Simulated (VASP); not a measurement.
ZnS (strained wurtzite): a PBE single-point calculation in VASP

INCAR

```
EDIFF = 1E-7
ISIF = 2
LASPH = .TRUE.
SIGMA = 0.02
NELM = 120
ENCUT = 520
IBRION = -1
LREAL = .FALSE.
NBANDS = 26
GGA = PE
LCHARG = .FALSE.
NSW = 0
LWAVE = .FALSE.
ISMEAR = -1
PREC = Accurate
```

KPOINTS

```
KPOINTS created by Atomic Simulation Environment
0
Gamma
12 12 4
0 0 0
```

KPOINTS_OPT

```
special points
6
Reciprocal
0.0000000000 0.0000000000 0.0000000000 1
0.5000000000 0.0000000000 0.0000000000 1
0.3333333333 0.3333333333 0.0000000000 1
0.0000000000 0.0000000000 0.5000000000 1
0.5000000000 0.0000000000 0.5000000000 1
0.3333333333 0.3333333333 0.5000000000 1
```

POSCAR

```
Zn S
 1.0000000000000000
     3.8815598682165255    0.0000000000000000    0.0000000000000000
    -1.9407799341082628    3.3615294521856889    0.0000000000000000
     0.0000000000000000    0.0000000000000000    6.1760189273000003
 Zn  S
   2   2
Cartesian
 -0.0000000000000001  2.2410196347904590 -0.0143183186576954
  1.9407799341082621  1.1205098173952295  3.0736911449923046
 -0.0000000000000001  2.2410196347904590  2.3303254163951950
  1.9407799341082621  1.1205098173952295  5.4183348800451938
```

VASP ran with the recommended PBE PAW datasets (36 valence electrons in the cell).

Command

```
mpirun -np 1 vasp_std
```

From OUTCAR

```
k-points           NKPTS =     57   k-points in BZ     NKDIM =     57   number of bands    NBANDS=     26

   NELECT =      36.0000    total number of electrons

   dimension x,y,z NGX =    30 NGY =   30 NGZ =   48
   dimension x,y,z NGXF=    60 NGYF=   60 NGZF=   96

  energy-cutoff  :      520.00
  volume of cell :       80.58
      direct lattice vectors                 reciprocal lattice vectors
     3.881559868  0.000000000  0.000000000     0.257628385  0.148741817  0.000000000
    -1.940779934  3.361529452  0.000000000     0.000000000  0.297483635  0.000000000
     0.000000000  0.000000000  6.176018927     0.000000000  0.000000000  0.161916602

 k-points in reciprocal lattice and weights: KPOINTS created by Atomic Simulation Env
   0.00000000  0.00000000  0.00000000       0.002
   0.08333333  0.00000000  0.00000000       0.010
   0.16666667  0.00000000  0.00000000       0.010
   0.25000000  0.00000000  0.00000000       0.010
   0.33333333  0.00000000  0.00000000       0.010
   0.41666667  0.00000000  0.00000000       0.010
   0.50000000  0.00000000  0.00000000       0.005
   0.08333333  0.08333333  0.00000000       0.010
   ...

 E-fermi :   2.3558

 k-point     1 :       0.0000    0.0000    0.0000
  band No.  band energies     occupation
      1     -11.0899      2.00000
      2     -10.1402      2.00000
      3      -4.3194      2.00000
      4      -4.3193      2.00000
      5      -4.3161      2.00000
      6      -4.2423      2.00000
      7      -4.2423      2.00000
      8      -3.9027      2.00000
      9      -3.9027      2.00000
     10      -3.8220      2.00000
     11      -3.8220      2.00000
     12      -3.6406      2.00000
     13      -3.1892      2.00000
     14       0.9699      2.00000
     15       0.9699      2.00000
     16       1.8867      2.00000
     17       1.8867      2.00000
     18       1.9408      2.00000
     19       4.0406      0.00000
     20       4.7232      0.00000
     21       8.1218      0.00000
     22       8.1218      0.00000
     23       8.8296      0.00000
     24       9.5362      0.00000
     25       9.5362      0.00000
     26      11.2748      0.00000

 k-point     2 :       0.0833    0.0000    0.0000
  band No.  band energies     occupation
      1     -11.0459      2.00000
      2     -10.1174      2.00000
      3      -4.3266      2.00000
      4      -4.3100      2.00000
      5      -4.3023      2.00000
      6      -4.2374      2.00000
      7      -4.2293      2.00000
      8      -3.9082      2.00000
      9      -3.9034      2.00000
     10      -3.8454      2.00000
     11      -3.8199      2.00000
     12      -3.6265      2.00000
     13      -3.1217      2.00000
     14       0.6013      2.00000
     15       0.8622      2.00000
     16       1.4451      2.00000
     17       1.8321      2.00000
     18       1.8765      2.00000
     19       4.4671      0.00000
     20       5.0750      0.00000
     21       7.9058      0.00000
     22       8.2623      0.00000
     23       8.9416      0.00000
     24       9.4214      0.00000
     25       9.7428      0.00000
     26      10.9487      0.00000

 k-point     3 :       0.1667    0.0000    0.0000
  band No.  band energies     occupation
      1     -10.9196      2.00000
      2     -10.0565      2.00000
      3      -4.3312      2.00000
      4      -4.2857      2.00000
      5      -4.2793      2.00000
      6      -4.2176      2.00000
      7      -4.1928      2.00000
      8      -3.9234      2.00000
      9      -3.9025      2.00000
     10      -3.8820      2.00000
     11      -3.8145      2.00000
     12      -3.6040      2.00000
     13      -2.9413      2.00000
     14      -0.1869      2.00000
     15       0.5926      2.00000
     16       0.6100      2.00000
     17       1.6782      2.00000
     18       1.6829      2.00000
     19       5.2104      0.00000
     20       5.6811      0.00000
     21       7.6468      0.00000
     22       8.5965      0.00000
     23       8.8719      0.00000
     24       9.5825      0.00000
     25      10.2299      0.00000
     26      10.3154      0.00000

 k-point     4 :       0.2500    0.0000    0.0000
  band No.  band energies     occupation
      1     -10.7300      2.00000
      2      -9.9785      2.00000
      3      -4.3276      2.00000
      4      -4.2561      2.00000
      5      -4.2530      2.00000
      6      -4.1728      2.00000
      7      -4.1409      2.00000
      8      -3.9434      2.00000
      9      -3.9028      2.00000
     10      -3.8941      2.00000
     11      -3.8075      2.00000
     12      -3.5754      2.00000
     13      -2.7177      2.00000
     14      -0.9894      2.00000
     15      -0.2503      2.00000
     16       0.2640      2.00000
     17       1.3640      2.00000
     18       1.4665      2.00000
     19       5.8014      0.00000
     20       5.8362      0.00000
     21       7.7967      0.00000
     22       8.5695      0.00000
     23       8.8770      0.00000
     24       9.9253      0.00000
     25      10.3143      0.00000
     26      10.9577      0.00000

 k-point     5 :       0.3333    0.0000    0.0000
  band No.  band energies     occupation
      1     -10.5108      2.00000
      2      -9.9149      2.00000
      3      -4.3153      2.00000
      4      -4.2321      2.00000
      5      -4.2139      2.00000
      6      -4.1017      2.00000
      7      -4.0870      2.00000
      8      -3.9715      2.00000
      9      -3.9004      2.00000
     10      -3.8758      2.00000
     11      -3.8000      2.00000
     12      -3.5332      2.00000
     13      -2.6272      2.00000
     14      -1.5064      2.00000
     15      -0.9915      2.00000
     16      -0.0351      2.00000
     17       0.9544      2.00000
     18       1.2591      2.00000
     19       5.6655      0.00000
     20       6.0877      0.00000
     21       7.6392      0.00000
     22       8.7787      0.00000
     23       8.9394      0.00000
     24      10.3492      0.00000
     25      10.7505      0.00000
     26      11.4388      0.00000

 k-point     6 :       0.4167    0.0000    0.0000
  band No.  band energies     occupation
      1     -10.3151      2.00000
      2      -9.8927      2.00000
      3      -4.3058      2.00000
      4      -4.2186      2.00000
      5      -4.1458      2.00000
      6      -4.0472      2.00000
      7      -4.0175      2.00000
      8      -4.0086      2.00000
      9      -3.8646      2.00000
     10      -3.8546      2.00000
     11      -3.7934      2.00000
     12      -3.5473      2.00000
     13      -2.7458      2.00000
     14      -1.8183      2.00000
     15      -1.2696      2.00000
     16      -0.2416      2.00000
     17       0.5510      2.00000
     18       1.1109      2.00000
     19       5.5143      0.00000
     20       6.1542      0.00000
     21       7.3334      0.00000
     22       8.8953      0.00000
     23       9.2254      0.00000
     24      10.6566      0.00000
     25      10.8835      0.00000
     26      12.5348      0.00000

 k-point     7 :       0.5000    0.0000    0.0000
  band No.  band energies     occupation
      1     -10.2271      2.00000
      2      -9.8984      2.00000
      3      -4.3033      2.00000
      4      -4.2145      2.00000
      5      -4.0785      2.00000
      6      -4.0636      2.00000
      7      -4.0328      2.00000
      8      -3.9721      2.00000
      9      -3.8450      2.00000
     10      -3.7906      2.00000
     11      -3.7308      2.00000
     12      -3.7092      2.00000
     13      -2.7540      2.00000
     14      -2.0606      2.00000
     15      -1.2003      2.00000
     16      -0.3152      2.00000
     17       0.3590      2.00000
     18       1.0574      2.00000
     19       5.4611      0.00000
     20       6.1569      0.00000
     21       7.2163      0.00000
     22       8.8685      0.00000
     23       9.4690      0.00000
     24      10.5756      0.00000
     25      11.0250      0.00000
     26      13.1353      0.00000

 k-point     8 :       0.0833    0.0833    0.0000
  band No.  band energies     occupation
      1     -10.9607      2.00000
      2     -10.0755      2.00000
      3      -4.3287      2.00000
      4      -4.2950      2.00000
      5      -4.2851      2.00000
      6      -4.2271      2.00000
      7      -4.2032      2.00000
      8      -3.9170      2.00000
      9      -3.9053      2.00000
     10      -3.8727      2.00000
     11      -3.8164      2.00000
     12      -3.6101      2.00000
     13      -2.9977      2.00000
     14       0.0803      2.00000
     15       0.5566      2.00000
     16       0.9367      2.00000
     17       1.6919      2.00000
     18       1.7502      2.00000
     19       5.0287      0.00000
     20       5.5820      0.00000
     21       7.6418      0.00000
     22       8.4416      0.00000
     23       9.1027      0.00000
     24       9.2931      0.00000
     25      10.1431      0.00000
     26      10.5924      0.00000

 ...

  Total       -0.3159594     -0.3159594      1.1245892      0.0000000      0.0000000      0.0000000
  in kB       -6.2818858     -6.2818858     22.3590141      0.0000000      0.0000000      0.0000000
  external PRESSURE =       3.2650808 kB  Pullay stress =       0.0000000 kB

 POSITION                                       TOTAL-FORCE (eV/Angst)
 -----------------------------------------------------------------------------------
      0.00000      2.24102      6.16170        -0.000000     -0.000000     -0.011100
      1.94078      1.12051      3.07369         0.000000      0.000000     -0.011100
      0.00000      2.24102      2.33033        -0.000000     -0.000000      0.011100
      1.94078      1.12051      5.41833         0.000000      0.000000      0.011100
 -----------------------------------------------------------------------------------
    total drift:                               -0.000000     -0.000001     -0.002562

  FREE ENERGIE OF THE ION-ELECTRON SYSTEM (eV)
  ---------------------------------------------------
  free  energy   TOTEN  =       -13.6792141094 eV

  energy  without entropy=      -13.6792141094  energy(sigma->0) =      -13.67921411
```

```
gap between bands v and c : 2.10 eV
least direct gap          : 2.10 eV
pressure                  : 0.3 GPa
largest force             : 0.01 eV/Å
```

Band v is the last that the valence electrons fill when counted band by band, and c is the next.

The run took about 2.1 min on one core of a shared host (Intel Xeon Platinum 8488C) and held 0.29 GiB at most.
